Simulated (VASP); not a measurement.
TiSe: single point with PBEsol

The system is TiSe.

```
Se Ti
1.0
     4.17836    0.00000    0.00000
     0.00000    4.17836    0.00000
     0.00000    0.00000    5.98442
Se Ti
2 2
Direct
  0.00000 0.50000 0.76056
  0.50000 0.00000 0.23944
  0.00000 0.00000 0.00000
  0.50000 0.50000 0.00000
```

The cell comes from a database or a generator and needn't be the stable form of this composition.

```
Program                : VASP 6.6.1
Task                   : single point
Functional             : PBEsol
Potentials or basis    : VASP PAW PBE potentials, release 64 (Se, Ti_pv)
Cutoff                 : 520 eV
k mesh                 : 7 × 7 × 5
Occupations            : gaussian, width 0.05 eV
Spin                   : no spin polarisation
Further INCAR settings : ALGO = Normal; EDIFF = 1.00e-07
```

```yaml
Pressure: -2.7 GPa
Largest_force: 0.306 eV/Å
Band_gap_on_the_k_mesh: none (metal or under the smearing width)
```

Forces on the atoms (eV/Å):
```
Se   0.000  0.000  0.306
Se   0.000  0.000 -0.306
Ti   0.000  0.000  0.000
Ti   0.000  0.000  0.000
```

Stress tensor (GPa, compression positive):
```
-2.98  0.00  0.00
 0.00 -2.98  0.00
 0.00  0.00 -2.16
```

Levels at points of the mesh, in eV from the Fermi level:
```tsv
k point	band 13	band 14	band 15	band 16	band 17	band 18
(0.00, 0.00, 0.00)	-3.31	-3.31	-1.28	0.72	0.81	1.09
```

Wall time 34 s on 1 thread of Intel(R) Xeon(R) 6975P-C (Granite Rapids), on a shared host, peak memory 0.23 GiB.

Caveat: the PAW data sets were made with another functional, which shifts forces and pressure a little; this functional lacks dispersion, which binds the layers, so the pressure and a relaxed spacing across them are unreliable.
